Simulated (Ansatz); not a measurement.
# FeO (Wuestite): the cost of one run

Computed with Ansatz 0.2.0 (DFT PBE+U (U_eff = 4 eV on Fe 3d), scalar-relativistic, plane waves, PAW, unless a step's input says otherwise).

The COD entry's cell or inner coordinates are ideal or old and differ from later refinements, so a difference from it is no clean test against experiment.

## (1) Starting point

It takes space group C2/c (No. 15, monoclinic). Conventional cell: a = 5.479 Å, b = 3.106 Å, c = 5.477 Å, α = 90.00°, β = 112.25°, γ = 90.00°. Fe (site symmetry -1) has 6 O at 2.06 to 2.30 Å as nearest neighbours. Around O (site symmetry 2) lie 6 Fe at 2.06 to 2.30 Å.

Coordinates:

```
Fe O
1.0
    -2.27275   -2.14009    4.33627
    -4.54714   -2.15823    2.15824
    -2.27275   -4.33626    2.14009
Fe O
2 2
Direct
  0.00000 0.00000 0.00000
  0.50000 0.50000 0.50000
  0.19615 0.25000 0.30385
  0.80385 0.75000 0.69615
```

An earlier run at PBE+U (U_eff = 4 eV on Fe 3d) left this cell at 10.782 Å³/atom and 0.00 GPa (8×8×8 mesh). The large moments point both ways and cancel.

## (2) Field gradients and densities at the nuclei

The input, input.yaml:

```yaml
crystal:
  lattice:
    - [-2.272752239, -2.1400859196, 4.3362657101]
    - [-4.5471446121, -2.1582304315, 2.1582405321]
    - [-2.2727461329, -4.3362638275, 2.140089914]
  atoms:
    - { symbol: Fe, position: [0.0, 0.0, 0.0], spin: 3.69 }
    - { symbol: O, position: [1.1961543838, -0.7500017736, -0.696153281] }
    - { symbol: Fe, position: [0.5, 0.5, 0.5], spin: -3.69 }
    - { symbol: O, position: [1.8038456162, -0.2499982264, -0.303846719] }
basis:
  ecutwfc: 420
  ecutrho_ratio: 4
kpoints:
  mp_grid: { grid: [8, 8, 8] }
hamiltonian:
  xc: pbe
  hubbard: { sites: [{ species: Fe, l: d, u_eff: 4.0 }] }
scf:
  occupations: { method: gaussian, width: 0.05 }
  lower_state_search: "off"
output:
  forces: true
  stress: true
  eigenvalues: true
  populations: true
  hubbard: { sites: [{ species: Fe, l: d }] }
  efg:
    contact_densities: true
    quadrupole_moments_barn: { Fe: 0.16, O: -0.02558 }
magnetization:
  spin_polarized: true
checkpoint:
  read: start.run
  write: ck
  compress: false
  write_wavefunctions: false
  write_every: 100000
```

It reads its starting density from start.run, saved by an earlier run on this cell.

The run is started by

```
ansatz run input.yaml --threads 1 --pin off --max-ram 2560MiB --backend cpu --events-out ev --progress --plain --runs-dir out
```

**Question.** How long does this run take on 1 thread of Intel Xeon Platinum 8488C (Sapphire Rapids), shared host, and how much memory does it need?

About 25 s, with a peak of 0.99 GiB.
